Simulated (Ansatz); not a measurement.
Results of PBEsol in Ansatz (PAW) for fluorite SrF₂.

Run with plane-wave cutoff 500 eV, 12×12×1 k mesh (along the axes of the cell as run), gaussian smearing 0.02 eV, scalar-relativistic PAW data made under PBE.

Q: Give the computed surface energy of the (111) face.

A: 
- surface energy of the (111) face = 0.38 J/m²

The slab of 18 atoms is relaxed and unreconstructed.

Computed values are for the static lattice.

Ansatz is a program for electronic structure.
